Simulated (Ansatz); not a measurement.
# MoS2: stress in a strained cell

Aim: deform MoS2 (equal xy, yz and zx engineering shear strains of +2 %) and compute stress, forces and field gradients with LAPW, PAW and all-electron datasets made for the crystal.

Computed with Ansatz 0.2.0 (DFT LDA, scalar-relativistic, unless a step's input says otherwise).

**1. Starting point**

Symmetry: P6_3/mmc, No. 194, hexagonal system. The conventional cell has a = 3.161 Å, b = 3.161 Å, c = 12.295 Å, α = 90.00°, β = 90.00°, γ = 120.00°. Mo (site symmetry -6m2) is surrounded by 6 S at 2.37 Å. S (site symmetry 3m) is surrounded by 3 Mo at 2.37 Å.

Structure file:

```
Mo S
1.0
     3.16100    0.00000    0.00000
    -1.58050    2.73751    0.00000
     0.00000    0.00000   12.29500
Mo S
2 4
Direct
  0.33333 0.66667 0.25000
  0.66667 0.33333 0.75000
  0.33333 0.66667 0.62750
  0.66667 0.33333 0.12750
  0.33333 0.66667 0.87250
  0.66667 0.33333 0.37250
```

Atoms are numbered in the order of the input: Mo1, Mo2, S3, S4, S5, S6.

**2. The deformed structure**

Space group P6_3/mmc before, P-1 after.

**3. All-electron LAPW**

Input file input.yaml:

```yaml
crystal:
  lattice:
    - [3.1610016016, 0.031610016, 0.031610016]
    - [-1.5531257239, 2.7217026804, 0.0115700689]
    - [0.12295, 0.12295, 12.295]
  atoms:
    - { symbol: Mo, position: [0.3333333333, 0.6666666667, 0.25] }
    - { symbol: Mo, position: [0.6666666667, 0.3333333333, 0.75] }
    - { symbol: S, position: [0.3333333333, 0.6666666667, 0.6275] }
    - { symbol: S, position: [0.6666666667, 0.3333333333, 0.1275] }
    - { symbol: S, position: [0.3333333333, 0.6666666667, 0.8725] }
    - { symbol: S, position: [0.6666666667, 0.3333333333, 0.3725] }
kpoints:
  mp_grid: { grid: [10, 10, 3] }
  band_path:
    path:
      - [0.0, 0.0, 0.0]
      - [0.0, -0.5, 0.0]
      - [0.0, 0.0, 0.5]
      - [0.0, 0.0, 0.0]
      - [-0.5, 0.0, 0.0]
      - [-0.5, 0.5, -0.5]
      - [0.0, 0.0, 0.0]
      - [-0.5, 0.0, -0.5]
      - [-0.5, 0.5, 0.0]
    npoints: 5
scf:
  occupations: { method: fermi_dirac, width: 0.03 }
hamiltonian:
  xc: lda
  pseudopotentials: { kind: all_electron, lapw: { basis_error: 0.001 } }
output:
  forces: true
  stress: true
  eigenvalues: true
```

The run is started by

```bash
$ ansatz run input.yaml --threads 2 --pin off --max-ram 8192MiB --backend cpu --events-out ev --progress --plain --runs-dir out
```

**4. PAW on the default files**

input.yaml: that of step 3 with these lines changed.

```diff
@@ -14,14 +14,2 @@
   mp_grid: { grid: [10, 10, 3] }
-  band_path:
-    path:
-      - [0.0, 0.0, 0.0]
-      - [0.0, -0.5, 0.0]
-      - [0.0, 0.0, 0.5]
-      - [0.0, 0.0, 0.0]
-      - [-0.5, 0.0, 0.0]
-      - [-0.5, 0.5, -0.5]
-      - [0.0, 0.0, 0.0]
-      - [-0.5, 0.0, -0.5]
-      - [-0.5, 0.5, 0.0]
-    npoints: 5
 scf:
@@ -30,3 +18,3 @@
   xc: lda
-  pseudopotentials: { kind: all_electron, lapw: { basis_error: 0.001 } }
+  pseudopotentials: { kind: paw }
 output:
@@ -35 +23,2 @@
   eigenvalues: true
+  efg: { contact_densities: true }
```

**5. All-electron PAW on datasets made for the crystal**

input.yaml: that of step 4 with these lines changed.

```diff
@@ -18,3 +18,3 @@
   xc: lda
-  pseudopotentials: { kind: paw }
+  pseudopotentials: { kind: all_electron, datasets: crystal }
 output:
```

(Steps that only read results are left out.)

Q: Predict the outcome of this session. Wanted: pressure; largest shear or deviatoric stress.

As calculated:

```
                                 quantity                                           value
                                 pressure  LAPW 1.33, PAW 1.27, crystal datasets 1.33 GPa
largest shear or deviatoric stress (LAPW)                                        4.58 GPa
```

In words: The largest part of the stress beyond the pressure is 4.58 GPa in size, in the zz component; the atoms are carried along and not relaxed. No run of the undeformed cell stands beside it, so the pressure holds what the given cell had before the change. PAW: stress within 0.06 GPa of LAPW, forces within 5 meV/Å. Crystal datasets: stress within 0.01 GPa of LAPW, forces within 1 meV/Å.
